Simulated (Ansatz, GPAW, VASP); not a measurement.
## Sr: 3 runs at one level of theory

```
CELL_PARAMETERS angstrom
0.00000 3.04235 3.04235
3.04235 0.00000 3.04235
3.04235 3.04235 0.00000
ATOMIC_POSITIONS crystal
Sr 0.00000 0.00000 0.00000
```

Alike in all runs: task single point; functional LDA; k mesh 8 × 8 × 8; occupations gaussian, width 0.02 eV; no spin polarisation; no spin-orbit coupling. LDA stands for any of its common fits. Pressure is positive in compression and, in plane waves, holds the error of the finite cutoff, which Ansatz's Pulay term estimates and takes out.

```csv
program and potentials,plane-wave cutoff (eV),notes,band gap (eV),pressure (GPa)
"Ansatz, Ansatz PAW",420,"potentials made for PBE, which Ansatz adapts in part",no gap,-1.64
"VASP, LDA PAW files Sr_sv, release 54, 520 eV",520,-,no gap,-1.64
"GPAW, the program's PAW data sets (release 1.2.1) made for this functional",600,-,no gap,-1.61
```

None finds a gap. The pressure spans -1.64 (VASP, LDA PAW files Sr_sv, release 54, 520 eV) to -1.61 GPa (GPAW, the program's PAW data sets (release 1.2.1) made for this functional).

The functional is the same throughout but for its coding, so the spread measures potentials, basis and numerics; runs on potential files found faulty are left out.
